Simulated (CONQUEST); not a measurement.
# WC (Qusongite) (P-6m2) in CONQUEST: reference runs

How does WC (Qusongite) come out in PBEsol? The cell is run as given and disturbed.

Everything below comes from runs of CONQUEST 1.3. Logs are shortened: lines on timing, memory, paths and dates and some standing lists are left out, and cuts for length are marked.

## Step 1: The crystal as given

It takes space group P-6m2 (No. 187, hexagonal). The conventional cell has a = 2.906 Å, b = 2.906 Å, c = 2.837 Å, α = 90.00°, β = 90.00°, γ = 120.00°. W (site symmetry -6m2) has 6 C at 2.20 Å as nearest neighbours. C (site symmetry -6m2) has 6 W at 2.20 Å as nearest neighbours.

## Step 2: Single point, PBEsol

Input file Conquest_input:

```
IO.Title WC
IO.Coordinates coords.dat
IO.FractionalAtomicCoords T
IO.Iprint 2
IO.Iprint_init 1
General.NumberOfSpecies 2
General.PseudopotentialType hamann
AtomMove.TypeOfRun static
AtomMove.FullStress T
Grid.GridCutoff 120
DM.SolutionMethod diagon
Diag.MPMesh T
Diag.GammaCentred T
Diag.MPMeshX 9
Diag.MPMeshY 9
Diag.MPMeshZ 5
Diag.kT 0.00183747
minE.SCTolerance 1e-6
SC.MaxIters 100
IO.AtomChargeOutput T
IO.DumpChargeDensity T
IO.DumpESPot T
%block ChemicalSpeciesLabel
1 183.850 W
2 12.010 C
%endblock
```

Input file coords.dat:

```
    5.3603971251     0.0000000000     0.0000000000
    0.0000000000     5.4924889812     0.0000000000
    0.0000000000     0.0000000000     9.5132699751
4
  0.0000000000   0.0000000000   0.0000000000 1 T T T
  0.0000000000   0.5000000000   0.5000000000 1 T T T
  0.5000000000   0.0000000000   0.6666666670 2 T T T
  0.5000000000   0.5000000000   0.1666666670 2 T T T
```

Potentials or basis: PseudoDojo NC PBEsol, DZP, grid cutoff 120 Ha.

Run with:

```
$ OMP_NUM_THREADS=1 Conquest
```

Output:

```text
Simulation cell dimensions:     5.3604 a0 x     5.4925 a0 x     9.5133 a0

      Atomic coordinates (a0)
         Atom         X         Y         Z  Species
            1    0.0000    0.0000    0.0000        1
            2    0.0000    2.7462    4.7566        1
            3    2.6802    0.0000    6.3422        2
            4    2.6802    2.7462    1.5855        2

         Monkhorst-Pack mesh:   9 x   9 x   5 gamma-centred
        This calculation includes non-local pseudopotentials,
         with a maximum core radius of      7.87260436

    Job title: WC
    Job to be run: static calculation

[... 5 lines left out ...]
      Using Fermi-Dirac smearing

    Integration grid size:     32 x   32 x   48

    Integration grid spacing:  0.168 a0 x 0.172 a0 x 0.198 a0

    Number of species:  2
    --------------------------------------------------------
    |   #  mass (au)  Charge (e)  SF Rad (a0)  NSF  Label  |
    --------------------------------------------------------
    |   1    183.850      14.000        8.126   19  W      |
    |   2     12.010       4.000        6.540   13  C      |
    --------------------------------------------------------
          SCF tolerance:                 0.00000100
          SCF iterations:               100

    LibXC version:  6. 2. 2
    Using the GGA functional Perdew, Burke & Ernzerhof SOL
    Using the GGA functional Perdew, Burke & Ernzerhof SOL

           radial cut-off to be used is taken to be max PAO cut-off radius for this species:    7.872604

           greatest ang. mom. for making density from PAOs:  2

           radial cut-off to be used is taken to be max PAO cut-off radius for this species:    6.247137

           greatest ang. mom. for making density from PAOs:  2
    Minimum blocs/proc is      768. Maximum blocs/proc is      768
    set_atom_dens: In set_atomic_density, electrons :      36.000000000000
 matrix_size & matrix_size_padH =           64          64

    Screened ion int: energy:    -113.397792350378 Ha

    new_SC_potl: Starting.  Tolerance:  0.10000E-05

    PulayMixSC: Starting Pulay mixing, A_up =  0.500 A_dn =  0.500
    PulayMixSC: Spin non-polarised calculation.
          Harris-Foulkes Energy            :      -163.764219055395358 Ha
          GroundState Energy (E-(1/2)TS)   :      -163.764273691063181 Ha
          Free Energy (E-TS)               :      -163.764328326731004 Ha
          DFT Total Energy                 :      -163.432963039647348 Ha
          Total number of electrons        :        36.000000000001187
    PulayMixSC: Pulay iteration     1 residual:              0.67182E-02
          Harris-Foulkes Energy            :      -163.713748741937735 Ha
          GroundState Energy (E-(1/2)TS)   :      -163.713834975268128 Ha
          Free Energy (E-TS)               :      -163.713921208598521 Ha
          DFT Total Energy                 :      -163.540037201415544 Ha
          Total number of electrons        :        36.000006202161785
    PulayMixSC: Pulay iteration     2 residual:              0.49217E-02
          Harris-Foulkes Energy            :      -163.664418796383956 Ha
          GroundState Energy (E-(1/2)TS)   :      -163.664529547372410 Ha
          Free Energy (E-TS)               :      -163.664640298360837 Ha
          DFT Total Energy                 :      -163.664050982863301 Ha
          Total number of electrons        :        36.000008820993983
    PulayMixSC: Pulay iteration     3 residual:              0.66308E-03
          Harris-Foulkes Energy            :      -163.664340136000760 Ha
          GroundState Energy (E-(1/2)TS)   :      -163.664454265438536 Ha
          Free Energy (E-TS)               :      -163.664568394876312 Ha
          DFT Total Energy                 :      -163.663927920508542 Ha
          Total number of electrons        :        36.000015801083158
    PulayMixSC: Pulay iteration     4 residual:              0.22858E-03
          Harris-Foulkes Energy            :      -163.664215125337591 Ha
          GroundState Energy (E-(1/2)TS)   :      -163.664327542228477 Ha
          Free Energy (E-TS)               :      -163.664439959119392 Ha
          DFT Total Energy                 :      -163.664210186430751 Ha
          Total number of electrons        :        36.000016042135670
    PulayMixSC: Pulay iteration     5 residual:              0.29194E-04
          Harris-Foulkes Energy            :      -163.664213074823067 Ha
          GroundState Energy (E-(1/2)TS)   :      -163.664325297301588 Ha
          Free Energy (E-TS)               :      -163.664437519780080 Ha
          DFT Total Energy                 :      -163.664213033972459 Ha
          Total number of electrons        :        36.000015067267235
    PulayMixSC: Pulay iteration     6 residual:              0.32448E-05
          Harris-Foulkes Energy            :      -163.664213313886137 Ha
          GroundState Energy (E-(1/2)TS)   :      -163.664325528602205 Ha
          Free Energy (E-TS)               :      -163.664437743318302 Ha
          DFT Total Energy                 :      -163.664213311973526 Ha
          Total number of electrons        :        36.000015146463291
    PulayMixSC: Pulay iteration     7 residual:              0.84634E-06
    PulayMixSC: Reached SCF tolerance of  0.84634E-06 after      7 iterations
      | Number of electrons      =        36.000015
      |* band energy as 2Tr[K.H] =       -41.480448806755859 Ha
      |  screened ion-ion energy =      -113.397792350378069 Ha
      |  Ha correction           =         0.888650023198841 Ha
      |  XC correction           =        -9.674607383448443 Ha
      | GS Energy as E-(1/2)TS   =      -163.664325528602205 Ha
      | Free Energy as E-TS      =      -163.664437743318302 Ha
      |* Harris-Foulkes energy   =      -163.664213313886137 Ha
      |* DFT total energy        =      -163.664213311973526 Ha
      |  estimated accuracy      =        -0.000000001912611 Ha

    force: Forces on atoms (Ha/a0)
    force:  Atom   X              Y              Z
    force:     1   0.0000000000   0.0000000000  -0.0000978848
    force:     2  -0.0000000000  -0.0000000000  -0.0000978848
    force:     3  -0.0000000000   0.0000000000   0.0000604688
    force:     4   0.0000000000  -0.0000000000   0.0000604688

    force: Maximum force :        0.00009788(Ha/a0) on atom         1 in z direction
    force: Force Residual:        0.00008136 Ha/a0
    force: Total stress:         -3.32712371     0.00000000     0.00000000 GPa
                             0.00000000    -3.64519192     0.00000000
                             0.00000000     0.00000000    -3.90732551
    force: Average pressure:      3.62654705 GPa

    force: Finished force
    get_E_and_F: Change in energy during last step of electronic optimisation: -0.23906E-06

    BIBLIOGRAPHY: Please consider citing the following references in the conquest.bib file

    CONQUEST:         Bowler2002pt, Miyazaki2004, Nakata2020
    Basis:            Bowler2019
    DM:               Bowler:2006xr
    Pseudopotentials: Hamann2013, Bowler2019
    XC references from LibXC:
```

It took 2.2 min on 1 thread of Intel Xeon Platinum 8488C (Sapphire Rapids), shared host; peak memory 0.85 GiB.

Results:

| Property | Result |
| --- | --- |
| Free energy | -4453.5362 eV |
| Pressure | 3.6 GPa |
| Largest force | 0.005 eV/Å |
| Band gap on the k mesh | none (metal or under the smearing width) |
| Mulliken charges | W +1.14; C -1.14 e |

Forces in eV/Å, atoms in the order of the input:
```
W    0.000  0.000 -0.005
W    0.000  0.000 -0.005
C    0.000  0.000  0.003
C    0.000  0.000  0.003
```

Caveat: Mulliken charges move with the basis; the box holds several primitive cells, so bands are folded and the points are those of the box's own zone; the basis of atomic orbitals isn't converged, which shifts pressures, moduli and gaps. Spin-orbit coupling is left out, which matters for the levels of W.

## Step 3: Single point, PBEsol (atoms moved at random, drawn with an rms of 0.05 Å)

Conquest_input: that of step 2 with these lines changed.

```diff
@@ -20,4 +20,2 @@
 IO.AtomChargeOutput T
-IO.DumpChargeDensity T
-IO.DumpESPot T
 %block ChemicalSpeciesLabel
```

Input file coords.dat:

```
    5.3603971251     0.0000000000     0.0000000000
    0.0000000000     5.4924889812     0.0000000000
    0.0000000000     0.0000000000     9.5132699751
4
  0.0194740000   0.0037055000   0.9970275000 1 T T T
  0.0194740000   0.5037055000   0.4970275000 1 T T T
  0.5199400000   0.4838035000   0.1589555000 2 T T T
  0.5199400000   0.9838035000   0.6589555000 2 T T T
```

Potentials or basis: PseudoDojo NC PBEsol, DZP, grid cutoff 120 Ha.

Run with:

```
$ OMP_NUM_THREADS=1 Conquest
```

Output:

```text
Simulation cell dimensions:     5.3604 a0 x     5.4925 a0 x     9.5133 a0

      Atomic coordinates (a0)
         Atom         X         Y         Z  Species
            1    0.1044    0.0204    9.4850        1
            2    0.1044    2.7666    4.7284        1
            3    2.7871    2.6573    1.5122        2
            4    2.7871    5.4035    6.2688        2

         Monkhorst-Pack mesh:   9 x   9 x   5 gamma-centred
        This calculation includes non-local pseudopotentials,
         with a maximum core radius of      7.87260436

    Job title: WC
    Job to be run: static calculation

[... 5 lines left out ...]
      Using Fermi-Dirac smearing

    Integration grid size:     32 x   32 x   48

    Integration grid spacing:  0.168 a0 x 0.172 a0 x 0.198 a0

    Number of species:  2
    --------------------------------------------------------
    |   #  mass (au)  Charge (e)  SF Rad (a0)  NSF  Label  |
[... 67 lines left out ...]
          DFT Total Energy                 :      -163.661737769878300 Ha
          Total number of electrons        :        36.000010388251553
    PulayMixSC: Pulay iteration     7 residual:              0.88350E-06
    PulayMixSC: Reached SCF tolerance of  0.88350E-06 after      7 iterations
      | Number of electrons      =        36.000010
      |* band energy as 2Tr[K.H] =       -41.480208185239107 Ha
      |  screened ion-ion energy =      -113.390621542495055 Ha
      |  Ha correction           =         0.883219056594475 Ha
      |  XC correction           =        -9.674116316711297 Ha
      | GS Energy as E-(1/2)TS   =      -163.661846949422426 Ha
      | Free Energy as E-TS      =      -163.661956127464720 Ha
      |* Harris-Foulkes energy   =      -163.661737771380160 Ha
      |* DFT total energy        =      -163.661737769878300 Ha
      |  estimated accuracy      =        -0.000000001501860 Ha

    force: Forces on atoms (Ha/a0)
    force:  Atom   X              Y              Z
    force:     1   0.0004759050  -0.0195622102  -0.0087073010
    force:     2   0.0004759050  -0.0195622102  -0.0087073010
    force:     3  -0.0004653083   0.0195590453   0.0087106628
    force:     4  -0.0004653083   0.0195590453   0.0087106628

    force: Maximum force :        0.01956221(Ha/a0) on atom         1 in y direction
    force: Force Residual:        0.02141696 Ha/a0
    force: Total stress:         -4.80315018     0.08272467    -0.02365847 GPa
                             0.08272467    -5.68459277    -2.87137347
                            -0.02365847    -2.87137347    -2.89093067
    force: Average pressure:      4.45955787 GPa

    force: Finished force
    get_E_and_F: Change in energy during last step of electronic optimisation: -0.50312E-06

    BIBLIOGRAPHY: Please consider citing the following references in the conquest.bib file

    CONQUEST:         Bowler2002pt, Miyazaki2004, Nakata2020
    Basis:            Bowler2019
    DM:               Bowler:2006xr
    Pseudopotentials: Hamann2013, Bowler2019
    XC references from LibXC:
```

It took 2.3 min on 1 thread of Intel Xeon Platinum 8488C (Sapphire Rapids), shared host; peak memory 0.85 GiB.

What came out:

| Item | Value |
| --- | --- |
| Free energy | -4453.4687 eV |
| Pressure | 4.5 GPa |
| Largest force | 1.101 eV/Å |
| Band gap on the k mesh | none (metal or under the smearing width) |
| Mulliken charges | W +1.14; C -1.14 e |

Forces in eV/Å, atoms in the order of the input:
```
W    0.024 -1.006 -0.448
W    0.024 -1.006 -0.448
C   -0.024  1.006  0.448
C   -0.024  1.006  0.448
```

Caveat: Mulliken charges move with the basis; the box holds several primitive cells, so bands are folded and the points are those of the box's own zone; the basis of atomic orbitals isn't converged, which shifts pressures, moduli and gaps. The run has no spin-orbit coupling, so splittings on W are missing.
